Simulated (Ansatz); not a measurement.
A surface is cut from this relaxed crystal of AlAs:

```cif
data_structure
_symmetry_space_group_name_H-M 'F-43m'
_symmetry_Int_Tables_number 216
_cell_length_a 5.6746
_cell_length_b 5.6746
_cell_length_c 5.6746
_cell_angle_alpha 90.000
_cell_angle_beta 90.000
_cell_angle_gamma 90.000
_cell_volume 182.73
loop_
_atom_site_label
_atom_site_type_symbol
_atom_site_symmetry_multiplicity
_atom_site_Wyckoff_symbol
_atom_site_fract_x
_atom_site_fract_y
_atom_site_fract_z
_atom_site_occupancy
Al1 Al 4 a 0.00000 0.00000 0.00000 1
As1 As 4 c 0.25000 0.25000 0.25000 1
```

Miller indices refer to the conventional cell of F-43m (No. 216), a = 5.675 Å, b = 5.675 Å, c = 5.675 Å, α = 90.00°, β = 90.00°, γ = 90.00°. The bulk's gap is 1.34 eV.

The (100) slab of 8 planes, 9.9 Å thick with 15 Å of vacuum as cut; outer planes Al (top) and As (bottom).

Theory: DFT PBEsol, scalar-relativistic, plane waves, PAW (Ansatz 0.2.0). Cutoff 420 eV; k points 7×7×1 on the computed 8-atom cell (Γ-centred); Gaussian smearing, width 0.05 eV; no spin polarisation. A dipole correction removes the field between periodic images along c.

This cut of an insulator is polar or leaves open shells, so the slab is metallic here; real surfaces compensate by reconstruction or adsorbates.

With the atoms at the bulk's places:

```json
{
 "Surface energy (mean of both faces)": "2.10 J/m²",
 "Gap of the slab on the mesh": "none (metal or semimetal)",
 "Work function": "4.71 eV (top), 6.12 eV (bottom)",
 "Dipole of the slab along +c, per cell": "0.13 e·Å"
}
```

**Question.** What changes when all atoms relax within this surface cell and its symmetry?

**Answer.** The energy falls by 0.011 J/m² a face, and the largest move is 0.05 Å.

| Quantity | Value |
| --- | --- |
| Surface energy (mean of both faces) | 2.09 J/m² |
| Gap of the slab on the mesh | none (metal or semimetal) |
| Work function | 4.72 eV (top), 6.13 eV (bottom) |
| Dipole of the slab along +c, per cell | 0.13 e·Å |

```tsv
plane (bottom to top)	atoms	spacing to next, bulk (Å)	relaxed (Å)	change (%)
1	As	1.419	1.389	-2.1
2	Al	1.419	1.464	+3.2
3	As	1.419	1.378	-2.8
4	Al	1.419	1.455	+2.6
5	As	1.419	1.391	-2.0
6	Al	1.419	1.456	+2.6
7	As	1.419	1.455	+2.6
8	Al
```